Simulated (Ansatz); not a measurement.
# Zn (Fm-3m) in Ansatz: a series of runs

The runs below take Zn through relaxation of cell and atoms, single point, with BLYP+D3(BJ), BLYP+D4, PBE.

All numbers are computed with Ansatz 0.2.0; they aren't measurements. Logs are shortened: lines on timing, memory, paths and dates and some standing lists are left out, and cuts for length are marked.

### Step 1. The crystal as given

It takes space group Fm-3m (No. 225, cubic). Conventional cell: a = 3.930 Å, b = 3.930 Å, c = 3.930 Å, α = 90.00°, β = 90.00°, γ = 90.00°. Zn (site symmetry m-3m) is surrounded by 12 Zn at 2.78 Å.

This isn't the form of Zn at room conditions, which is hcp.

### Step 2. Relaxation of cell and atoms, BLYP+D3(BJ)

input.yaml

```yaml
crystal:
  lattice:
    - [0.0, 1.964776, 1.964776]
    - [1.964776, 0.0, 1.964776]
    - [1.964776, 1.964776, 0.0]
  atoms:
    - { symbol: Zn, position: [0.0, 0.0, 0.0] }
hamiltonian:
  xc: blyp
  pseudopotentials: { kind: paw }
  dispersion: d3bj
kpoints:
  mp_grid: { grid: [12, 12, 12] }
scf:
  occupations: { method: fermi_dirac, width: 0.05 }
output:
  forces: true
  stress: true
  eigenvalues: true
  write_density: true
  write_potential: true
  elf: true
  volumetric_format: npy
relax:
  f_tol: 0.01
  max_steps: 40
  cell: { stress_tol: 0.05 }
```

Potentials or basis: Ansatz PAW.

Launch:

```bash
> ansatz run input.yaml --threads 2 --pin off --max-ram 5632MiB --backend cpu --events-out ev --progress --plain --runs-dir out
```

Log:

```text
Warning: RAYON_NUM_THREADS=2 ignored (pool sized by the plan → 2); use --threads N
Engine: ansatz 0.2.0, x86_64-unknown-linux-gnu
Pseudopotentials: kind: paw
Pseudopotential: Zn, paw, valence charge 12, recommended cutoff 420 eV (normal), Zn.paw.azcp
Functional definition: BLYP
  parameter beta = 0.0042
  parameter a = 0.04918
  parameter b = 0.132
  parameter c = 0.2533
  parameter d = 0.349
  exchange = b88_x(beta = beta)
  correlation = lyp_c(a = a, b = b, c = c, d = d)
Crystal: 1 atoms, lattice volume = 15.169 Å³
Basis set: ecut = 420 eV, 307 PW (Γ), exchange–correlation on 40×40×40 points (8 copies of the dense FFT grid, shifted against one another)
Bands: 10, of which v1, the nominal top of the filled ones, is band 6 counted from 1 (5 counted from 0)
Symmetry: 48 space group operations
Space group: Fm-3m (ITA 225), of the structure as read, at distance tolerance 2.5e-5 Å
k-points: 72 of 1728
Non-local potential: Zn, projectors of the file, l = 0: 2, l = 1: 2, l = 2: 3, l = 3: 1
PAW form: soft (Blöchl's): semilocal exchange-correlation on the pseudo side does not see the compensation charge
PAW frozen core: Zn, regenerated for the run's functional, and the local potential with it (the file was generated under x = pbe(κ = 0.804, μ = 0.2195149727645171), c = pbe(β = 0.06672455060314922))
PAW one-centre angular grid: Zn, 590 points (default); XC on 64 Gauss nodes
Initial density: superposition of atomic densities (neutral atoms: chi_scale 0, normalization atom), corrected by the library's trained network
Initial wavefunctions: pseudopotential atomic-orbital guess
Functional: x = b88, c = lyp
SCF iter   1: F=—  HF=-3329.268520 eV  |F-HF|=—  |Δ(HF+E_count)|=         —  Δρ=6.62e-3  dr2=6.61e-3  ethr=1.77e-3  ⟨swp⟩=4.9  Hψ=4667  notcnv=0
preconditioner: auto → none  [metal: Δε(μ)=0.123 eV  Ē_g=17.259 eV  σ=0.050 eV  W_gap=0.45  n_scr=0 (ndim 8)  ℏωp=33.0 eV  f_vac=0.000  D(μ)=0.42/eV (n_scr^D=0)]
SCF iter   2: F=—  HF=-3329.268485 eV  |F-HF|=—  |Δ(HF+E_count)|=   3.54e-5  Δρ=4.74e-3  dr2=1.26e-3  ethr=5.51e-5  ⟨swp⟩=2.2  Hψ=1642  notcnv=0
SCF iter   3: F=—  HF=-3329.268463 eV  |F-HF|=—  |Δ(HF+E_count)|=   2.16e-5  Δρ=1.82e-3  dr2=5.21e-4  ethr=1.05e-5  ⟨swp⟩=2.0  Hψ=1397  notcnv=0
SCF iter   4: F=—  HF=-3329.268380 eV  |F-HF|=—  |Δ(HF+E_count)|=   8.30e-5  Δρ=3.19e-4  dr2=5.86e-6  ethr=4.34e-6  ⟨swp⟩=2.0  Hψ=1052  notcnv=0
SCF iter   5: F=—  HF=-3329.268388 eV  |F-HF|=—  |Δ(HF+E_count)|=   7.36e-6  Δρ=1.54e-4  dr2=2.06e-6  ethr=4.89e-8  ⟨swp⟩=2.0  Hψ=1152  notcnv=0
[... 34 lines left out ...]
SCF iter   4: F=-3329.279834 eV  HF=-3329.279834 eV  |F-HF|=1.37e-9  |Δ(HF+E_count)|=   9.15e-8  Δρ=6.77e-6  dr2=3.32e-9  ethr=8.33e-10  ⟨swp⟩=7.9  Hψ=4059  notcnv=0
SCF 4 converged in 4 iterations: F = -3329.279834 eV  dr2 = 3.32e-9
relax step   4: F+E_penalty+E_count = -3329.27983440 eV  Δ(F+E_penalty+E_count) = -4.492e-6 eV  max|allowed force component| = 0.000e0 eV/Å  Δτ_max = 0.0000 Å  P = -0.009 GPa  Ω = 14.306 Å³  energy of the carried Pulay correction = +4.750e-4 eV  (4 SCF iters, dr2 threshold 1.00e-7 eV, accepted)
Initial wavefunctions: pseudopotential atomic-orbital guess (no wavefunctions were taken with the density)
iter 1 solved again at ethr=2.10e-8 eV; its pass at ethr=3.10e-3 eV (dr2=2.52e-6 eV) is discarded
SCF iter   1: F=—  HF=-3329.279459 eV  |F-HF|=—  |Δ(HF+E_count)|=         —  Δρ=7.97e-5  dr2=2.15e-7  ethr=2.10e-8  ⟨swp⟩=3.1  Hψ=6885  notcnv=0
preconditioner: auto → none  [insulator: Δε(μ)=0.166 eV  Ē_g=17.733 eV  σ=0.050 eV  W_gap=0.59  n_scr=0 (ndim 8)  ℏωp=34.0 eV  f_vac=0.000  D(μ)=0.35/eV (n_scr^D=0)  ε∞_Penn≈4.7]
SCF iter   2: F=—  HF=-3329.279459 eV  |F-HF|=—  |Δ(HF+E_count)|=   3.28e-8  Δρ=9.18e-5  dr2=5.23e-7  ethr=1.79e-9  ⟨swp⟩=2.0  Hψ=1160  notcnv=0
SCF iter   3: F=—  HF=-3329.279459 eV  |F-HF|=—  |Δ(HF+E_count)|=   2.28e-7  Δρ=2.41e-5  dr2=4.28e-8  ethr=1.79e-9  ⟨swp⟩=2.0  Hψ=1154  notcnv=0
SCF iter   4: F=—  HF=-3329.279459 eV  |F-HF|=—  |Δ(HF+E_count)|=   5.92e-9  Δρ=2.62e-6  dr2=1.58e-10  ethr=3.57e-10  ⟨swp⟩=2.0  Hψ=1154  notcnv=0
SCF iter   5: F=-3329.279459 eV  HF=-3329.279459 eV  |F-HF|=2.68e-11  |Δ(HF+E_count)|=   2.38e-9  Δρ=2.58e-7  dr2=1.65e-12  ethr=1.00e-12  ⟨swp⟩=4.0  Hψ=3399  notcnv=0
SCF 5 converged in 5 iterations: F = -3329.279459 eV  dr2 = 1.65e-12
relax step   5: F+E_penalty+E_count = -3329.27945898 eV  Δ(F+E_penalty+E_count) = +3.754e-4 eV  max|allowed force component| = 0.000e0 eV/Å  Δτ_max = 0.0000 Å  P = -0.049 GPa  Ω = 14.306 Å³  stress off target by 4.93e-2 GPa  SCF on the basis re-selected at this cell (its energy is not comparable with the rows above)  (5 SCF iters)
basis re-selected at this cell: Δ(F+E_penalty+E_count) = +3.754e-4 eV, ΔP = -0.040 GPa vs the last step (what re-selecting the basis moved, of the pressure what is left beyond the Pulay correction that the steps carried, after the strain that the cell walked since its last selection, with what the two solves' SCF thresholds leave and, on support functions, any second-order correction that the steps lacked; it is no measure of the basis error at this ecutwfc). This SCF's stress stands 4.93e-2 GPa from its target on what of the cell is left free (relax.cell.stress_tol is 5.00e-2 GPa) and its largest allowed force component is 0.00e0 eV/Å (relax.f_tol is 1.00e-2 eV/Å): within both
SCF converged after 5 iterations
Free energy (F): -3329.279459 eV
Harris-Foulkes:  -3329.279459 eV  (|F-HF|=2.68e-11)
Internal energy: -3329.276475 eV  (E = F + TS)
E sigma→0 (E₀):  -3329.277967 eV
Entropy (-TS):   -0.002984 eV (-2.984 meV/atom)
Fermi energy:    12.384524 eV
--- Per-component energies (eV) ---
  E_band       = 62.635707
  E_kinetic    = 132.254537
  E_local      = -1489.685031  (includes V_loc(G=0)·N_el)
  E_nonlocal   = 607.785325
  E_hartree    = 627.189826
  E_xc         = -136.882870
  E_vxc        = -51.914464  (∫ρ·V_xc dr)
  E_paw        = -1835.385981  (= ΣΔE_a)
  E_vpaw       = -390.183902  (= ΣTr[D̂ρ^β])
  E_aug_tail   = -0.000368  (compensation charges beyond the density's cutoff)
  E_ewald      = -1233.526332
  E_disp       = -0.959959  (pairwise vdW)
  E_core_change = -0.065622  (= ΣΔE_core)
  E_smearing   = -0.002984  (= −TS)
  E_closure    = -0.000000  (closes the sum)
  Σ components = -3329.279459   (vs F -3329.279459, Δ=0.00e0)
--- Forces (eV/Å), atoms counted from 1 ---
  atom   1  Zn     0.00000000     0.00000000     0.00000000
  max |Σ_I F_I| component: 2.47e-32 eV/Å
--- Stress (GPa, compression-positive) ---
       -0.049278       0.000000       0.000000
        0.000000      -0.049278      -0.000000
        0.000000       0.000000      -0.049278
  P = ⅓ Tr σ = -0.0493 GPa (-0.493 kbar)
--- Band table (eV; the first three rows and the last of 72) ---
  k-point 0: bands = ["1.6136", "4.4750", "4.4750", "4.4750", "4.8966", "4.8966", "31.2078", "31.2078", "31.2078", "31.6698"]
  k-point 1: bands = ["1.8312", "4.4569", "4.5007", "4.5007", "4.8897", "4.8897", "28.0697", "30.5920", "30.5920", "31.5034"]
  k-point 2: bands = ["2.4547", "4.4401", "4.5518", "4.5518", "4.8914", "4.8914", "23.9295", "29.6489", "29.6489", "31.3589"]
  k-point 71: bands = ["4.1069", "4.3678", "4.3678", "4.9224", "5.2955", "14.7380", "14.7380", "15.5739", "16.7418", "34.8362"]
--- Relaxed structure (4 steps of the walk, 4 accepted, 1 SCFs on fresh bases) ---
  F+E_penalty+E_count = -3329.27945898 eV   max|allowed force component| = 0.000e0 eV/Å   (the final SCF, on the basis selected at the relaxed cell)
  cell:  # Å, volume = 14.3063 Å³
    - [-3.0572232197373543e-34, 1.9267800957756451, 1.9267800957756451]
    - [1.9267800957756451, 1.0190744065791177e-34, 1.9267800957756451]
    - [1.9267800957756451, 1.9267800957756451, 8.152595252632945e-34]
  atoms:
    - { symbol: Zn, position: [0.0, 0.0, 0.0] }
```

Run time: 3 s. Hardware: 2 threads of Intel Xeon Platinum 8259CL at 2.50GHz (Skylake/Cascade Lake), shared host; peak memory 0.36 GiB.

Results:

* Free energy: -3329.2795 eV
* Relaxed volume: 14.31 Å³/atom
* Relaxed cell: a = 2.725 Å, b = 2.725 Å, c = 2.725 Å, α = 60.00°, β = 60.00°, γ = 60.00°
* Space group after relaxing (to 0.05 Å): Fm-3m (No. 225)
* Energy gained by relaxing: 11.1 meV/atom
* Ionic steps: 5
* Pressure after relaxing: 0.0 GPa
* Band gap on the k mesh: none (metal or under the smearing width)

Step by step:
| step | energy change (eV) | largest force (eV/Å) | volume (Å³) |
| --- | --- | --- | --- |
| 1 | 0.0000 | 0.0000 | 15.17 |
| 2 | -0.0099 | 0.0000 | 14.59 |
| 3 | -0.0114 | 0.0000 | 14.26 |
| 4 | -0.0114 | 0.0000 | 14.31 |
| 5 | -0.0111 | 0.0000 | 14.31 |

Final structure:
```cif
data_structure
_symmetry_space_group_name_H-M 'P 1'
_symmetry_Int_Tables_number 1
_cell_length_a 2.7249
_cell_length_b 2.7249
_cell_length_c 2.7249
_cell_angle_alpha 60.000
_cell_angle_beta 60.000
_cell_angle_gamma 60.000
_cell_volume 14.31
loop_
_atom_site_label
_atom_site_type_symbol
_atom_site_fract_x
_atom_site_fract_y
_atom_site_fract_z
_atom_site_occupancy
Zn1 Zn 0.00000 0.00000 0.00000 1
```

Levels at points of the mesh, in eV from the Fermi level:
```csv
k point,band 3,band 4,band 5,band 6,band 7,band 8,band 9,band 10
"(0.00, 0.00, 0.00)",-7.91,-7.91,-7.49,-7.49,18.82,18.82,18.82,19.29
"(0.00, 0.00, -0.50)",-7.91,-7.17,-7.17,-2.98,-1.38,15.65,15.65,17.99
"(0.00, -0.50, -0.50)",-7.19,-7.09,-7.09,-1.06,1.89,8.63,8.63,12.64
```

Caveat: the plane-wave basis is chosen anew once the cell has moved, so the energies of steps on either side of that aren't comparable; pairwise dispersion overbinds metals, which lowers pressure and volume; the PAW data sets come from PBE, with cores solved anew for the run's functional, which leaves a small shift of forces and pressure.

### Step 3. Relaxation of cell and atoms, BLYP+D4

Changes to input.yaml since step 2:

```diff
@@ -10,3 +10,3 @@
   pseudopotentials: { kind: paw }
-  dispersion: d3bj
+  dispersion: d4
 kpoints:
```

Potentials or basis: Ansatz PAW.

Launch:

```bash
> ansatz run input.yaml --threads 2 --pin off --max-ram 5632MiB --backend cpu --events-out ev --progress --plain --runs-dir out
```

Log:

```text
Warning: RAYON_NUM_THREADS=2 ignored (pool sized by the plan → 2); use --threads N
[... 11 set-up lines as earlier in the session ...]
Crystal: 1 atoms, lattice volume = 15.169 Å³
Basis set: ecut = 420 eV, 307 PW (Γ), exchange–correlation on 40×40×40 points (8 copies of the dense FFT grid, shifted against one another)
Bands: 10, of which v1, the nominal top of the filled ones, is band 6 counted from 1 (5 counted from 0)
[... 2 set-up lines as earlier in the session ...]
[... 65 lines left out ...]
  E_vxc        = -51.443096  (∫ρ·V_xc dr)
  E_paw        = -1835.723478  (= ΣΔE_a)
  E_vpaw       = -390.789656  (= ΣTr[D̂ρ^β])
  E_aug_tail   = -0.000366  (compensation charges beyond the density's cutoff)
  E_ewald      = -1212.040719
  E_disp       = -0.617538  (pairwise vdW)
  E_core_change = -0.065622  (= ΣΔE_core)
  E_smearing   = -0.003464  (= −TS)
  E_closure    = 0.000000  (closes the sum)
  Σ components = -3328.979031   (vs F -3328.979031, Δ=0.00e0)
--- Forces (eV/Å), atoms counted from 1 ---
  atom   1  Zn    -0.00000000     0.00000000    -0.00000000
  max |Σ_I F_I| component: 4.11e-32 eV/Å
--- Stress (GPa, compression-positive) ---
       -0.000152       0.000000       0.000000
       -0.000000      -0.000152       0.000000
        0.000000      -0.000000      -0.000152
  P = ⅓ Tr σ = -0.0002 GPa (-0.002 kbar)
--- Band table (eV; the first three rows and the last of 72) ---
  k-point 0: bands = ["1.2170", "3.7965", "3.7965", "3.7965", "4.1781", "4.1781", "29.6365", "29.6365", "29.6365", "30.4998"]
  k-point 1: bands = ["1.4266", "3.7808", "3.8199", "3.8199", "4.1720", "4.1720", "26.7067", "29.0665", "29.0665", "30.2265"]
  k-point 2: bands = ["2.0256", "3.7711", "3.8664", "3.8664", "4.1740", "4.1740", "22.7051", "28.1670", "28.1670", "30.0770"]
  k-point 71: bands = ["3.4769", "3.7096", "3.7096", "4.2045", "4.5414", "13.8794", "13.8794", "14.4292", "15.8329", "33.1912"]
--- Relaxed structure (3 steps of the walk, 3 accepted, 1 SCFs on fresh bases) ---
  F+E_penalty+E_count = -3328.97903075 eV   max|allowed force component| = 0.000e0 eV/Å   (the final SCF, on the basis selected at the relaxed cell)
  cell:  # Å, volume = 15.0807 Å³
    - [1.1719355675659856e-33, 1.9609357557910743, 1.9609357557910743]
    - [1.9609357557910743, 3.133653800230788e-33, 1.9609357557910743]
    - [1.9609357557910743, 1.9609357557910743, 6.369215041119489e-34]
  atoms:
    - { symbol: Zn, position: [0.0, 0.0, 0.0] }
```

rho_z.tsv:

```text
# z_ang	rho[e/angstrom^3]
# format = ansatz-planar-average/11
# lattice	0.000000000	1.960935756	1.960935756
# lattice	1.960935756	0.000000000	1.960935756
# lattice	1.960935756	1.960935756	0.000000000
# sites	1
# site	30	0.000000000	0.000000000	0.000000000
0.000000	2.413274e0
0.138659	2.155379e0
0.277318	1.568993e0
0.415977	9.969661e-1
0.554636	6.168972e-1
0.693295	4.102376e-1
[... 12 lines left out ...]
2.495864	1.568993e0
2.634523	2.155379e0
```

v_z.tsv:

```text
# z_ang	v_es[eV]	v_tot[eV]
# format = ansatz-planar-average/11
# xc	blyp
# density_cutoff_ev	1680
# datasets	Zn=:simpson_from_first_knot:soft:shift=-490595
# lattice	0.000000000	1.960935756	1.960935756
# lattice	1.960935756	0.000000000	1.960935756
# lattice	1.960935756	1.960935756	0.000000000
# sites	1
# site	30	0.000000000	0.000000000	0.000000000
0.000000	-2.215322e0	-1.591066e1
0.138659	-1.903631e0	-1.545501e1
0.277318	-9.879343e-1	-1.410586e1
0.415977	4.557840e-1	-1.195569e1
0.554636	2.293686e0	-9.212169e0
0.693295	4.372982e0	-6.168576e0
[... 12 lines left out ...]
2.495864	-9.879343e-1	-1.410586e1
2.634523	-1.903631e0	-1.545501e1
```

Run time: 2.8 s. Hardware: 2 threads of Intel Xeon Platinum 8259CL at 2.50GHz (Skylake/Cascade Lake), shared host; peak memory 0.35 GiB.

What came out:

- Free energy: -3328.9790 eV
- Relaxed volume: 15.08 Å³/atom
- Relaxed cell: a = 2.773 Å, b = 2.773 Å, c = 2.773 Å, α = 60.00°, β = 60.00°, γ = 60.00°
- Space group after relaxing (to 0.05 Å): Fm-3m (No. 225)
- Energy gained by relaxing: 0.1 meV/atom
- Ionic steps: 4
- Pressure after relaxing: 0.0 GPa
- Band gap on the k mesh: none (metal or under the smearing width)

The path:
```csv
step,energy change (eV),largest force (eV/Å),volume (Å³)
1,0.0000,0.0000,15.17
2,-0.0001,0.0000,15.11
3,-0.0001,0.0000,15.08
4,-0.0001,0.0000,15.08
```

Final structure:
```xyz
1
Lattice="0.0000 1.9609 1.9609 1.9609 0.0000 1.9609 1.9609 1.9609 0.0000" Properties=species:S:1:pos:R:3 pbc="T T T"
Zn    0.0000    0.0000    0.0000
```

Caveat: the plane-wave basis is chosen anew once the cell has moved, so the energies of steps on either side of that aren't comparable; pairwise dispersion overbinds metals, which lowers pressure and volume; the PAW data sets come from PBE, with cores solved anew for the run's functional, which leaves a small shift of forces and pressure.

### Step 4. Single point, PBE

input.yaml

```yaml
crystal:
  lattice:
    - [0.0, 1.964776, 1.964776]
    - [1.964776, 0.0, 1.964776]
    - [1.964776, 1.964776, 0.0]
  atoms:
    - { symbol: Zn, position: [0.0, 0.0, 0.0] }
hamiltonian:
  xc: pbe
  pseudopotentials: { kind: paw }
kpoints:
  mp_grid: { grid: [12, 12, 12] }
scf:
  occupations: { method: gaussian, width: 0.027 }
output:
  forces: true
  stress: true
  eigenvalues: true
```

Launch:

```bash
> ansatz run input.yaml --threads 2 --pin off --max-ram 5632MiB --backend cpu --events-out ev --progress --plain --runs-dir out
```

Run time: 0.59 s. Hardware: 2 threads of Intel Xeon Platinum 8259CL at 2.50GHz (Skylake/Cascade Lake), shared host; peak memory 0.33 GiB.

It converged, with:

```yaml
Free_energy: -3318.9974 eV
Pressure: -0.1 GPa
Band_gap_on_the_k_mesh: none (metal or under the smearing width)
```

Levels at points of the mesh, in eV from the Fermi level:
| k point | band 4 | band 5 | band 6 | band 7 | band 8 | band 9 |
| --- | --- | --- | --- | --- | --- | --- |
| (0.00, 0.00, 0.00) | -7.58 | -7.20 | -7.20 | 18.22 | 18.22 | 18.22 |
| (0.00, 0.00, -0.50) | -6.91 | -6.91 | -2.88 | -1.35 | 15.20 | 15.20 |
| (0.00, -0.50, -0.50) | -6.84 | -6.84 | -0.98 | 1.75 | 8.40 | 8.40 |

### Step 5. Single point, PBE

Changes to input.yaml since step 4:

```diff
@@ -13,3 +13,3 @@
 scf:
-  occupations: { method: gaussian, width: 0.027 }
+  occupations: { method: gaussian, width: 0.028 }
 output:
```

Launch:

```bash
> ansatz run input.yaml --threads 2 --pin off --max-ram 5632MiB --backend cpu --events-out ev --progress --plain --runs-dir out
```

Wall time 0.58 s (2 threads of Intel Xeon Platinum 8259CL at 2.50GHz (Skylake/Cascade Lake), shared host); peak memory 0.33 GiB.

Results (log left out):

```
Free energy            : -3318.9974 eV
Pressure               : -0.2 GPa
Band gap on the k mesh : none (metal or under the smearing width)
```

Levels at points of the mesh, in eV from the Fermi level:
| k point | band 4 | band 5 | band 6 | band 7 | band 8 | band 9 |
| --- | --- | --- | --- | --- | --- | --- |
| (0.00, 0.00, 0.00) | -7.58 | -7.20 | -7.20 | 18.22 | 18.22 | 18.22 |
| (0.00, 0.00, -0.50) | -6.91 | -6.91 | -2.88 | -1.35 | 15.20 | 15.20 |
| (0.00, -0.50, -0.50) | -6.84 | -6.84 | -0.98 | 1.75 | 8.40 | 8.40 |

### Step 6. Summary

```csv
task,level,cell,smearing,gap on the mesh (eV),pressure (GPa),relaxed volume (Å³/atom)
relaxation of cell and atoms,BLYP+D3(BJ),relaxed,fermi-dirac 0.05 eV,none,0.0,14.31
relaxation of cell and atoms,BLYP+D4,relaxed,fermi-dirac 0.05 eV,none,0.0,15.08
single point,PBE,as given,gaussian 0.027 eV,none,-0.1,-
single point,PBE,as given,gaussian 0.028 eV,none,-0.2,-
```

Alike in all rows: potentials or basis Ansatz PAW; no spin polarisation; k mesh 12 × 12 × 12; cutoff (eV) 420.

Caveats: the plane-wave basis is chosen anew once the cell has moved, so the energies of steps on either side of that aren't comparable (some runs); pairwise dispersion overbinds metals, which lowers pressure and volume (some runs); the PAW data sets come from PBE, with cores solved anew for the run's functional, which leaves a small shift of forces and pressure (some runs).

Total energies depend on the potentials used, so only differences within one code and one set of settings carry meaning.
